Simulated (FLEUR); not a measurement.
Crystal: MnO.

```xyz
2
Lattice="0.0000 2.2239 2.2239 2.2239 0.0000 2.2239 2.2239 2.2239 0.0000" Properties=species:S:1:pos:R:3 pbc="T T T"
Mn    0.0000    0.0000    0.0000
O     2.2239    2.2239    2.2239
```

The cell is a database's computed one.

Base run:

| Quantity | Value |
| --- | --- |
| Program | FLEUR MaX-R8.1 (later development tree) |
| Functional | LDA |
| Potentials or basis | all-electron |
| Basis | FLAPW |
| Kmax | 4.43 1/bohr |
| k mesh | 10 × 10 × 10 |
| Occupations | fermi-dirac, width 0.05 eV |
| Spin | collinear spin, ferromagnetic start |
| Starting moments | [4.0, 0.0] μB |

Its results: net moment 4.61 μB per cell; site moments Mn +4.14; O +0.20 μB.

After a change of settings the same cell gave: net moment 4.99 μB per cell; site moments Mn +4.50; O +0.23 μB. Which change was it?
A. functional from LDA to PBE
B. functional from LDA to SCAN
C. functional from LDA to WC

B.

Caveats: a cell with one magnetic atom can't hold antiferromagnetic order, which such compounds often take; the meta-GGA is that of a development version, with a GGA for the radial functions and cores and without core tails (some runs).

Not every run made on this cell is shown here.
